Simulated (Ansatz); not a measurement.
Runs of Ansatz 0.2.0 on Cu. Symmetry: Fm-3m, No. 225, cubic system. The conventional cell has a = 3.615 Å, b = 3.615 Å, c = 3.615 Å, α = 90.00°, β = 90.00°, γ = 90.00°. Cu (site symmetry m-3m) has 12 Cu at 2.56 Å as nearest neighbours. 

```tsv
task	level	cell	cutoff (eV)	points for each segment of the path	gap on the mesh (eV)	pressure (GPa)	relaxed volume (Å³/atom)
relaxation of cell and atoms	HF	relaxed	420	-	none	0.0	15.51
relaxation of cell and atoms	HSEsol	relaxed	420	-	none	0.0	(b)
single point	r2SCANh	as given	500	-	none	(a)	-
single point	r2SCAN0	as given	500	-	none	-2.5	-
single point	HF	as given	420	-	none	24.0	-
single point	r2SCAN50	as given	500	-	none	1.0	-
relaxation of cell and atoms	HSE06	relaxed	420	-	none	0.0	11.95
band structure	HSE03	as given	420	4	none	(c)	-
```

Alike in all rows: potentials or basis Ansatz PAW; no spin polarisation; k mesh 7 × 7 × 7; smearing fermi-dirac 0.05 eV; the mesh is coarse, so values aren't converged.

**Question.** Fill in the values left out.

**Answer.** (a) -4.1; (b) 11.45; (c) 1.8.

Caveats: all runs use coarse meshes; the PAW data sets come from PBE, with cores solved anew for the run's functional, which leaves a small shift of forces and pressure; the thresholds are loose for stress (some runs); the plane-wave basis is chosen anew once the cell has moved, so the energies of steps on either side of that aren't comparable (some runs); the volume moved by over 15 % at a fixed basis, so the end points are rough (some runs); the volume moved by +31 % from the deposited cell, more than functionals usually miss (some runs); so large a pressure means that the cell lies far from this level's equilibrium, or that cutoff or potentials fall short (some runs).

A gap of «none» marks a metal or a gap under the smearing width.
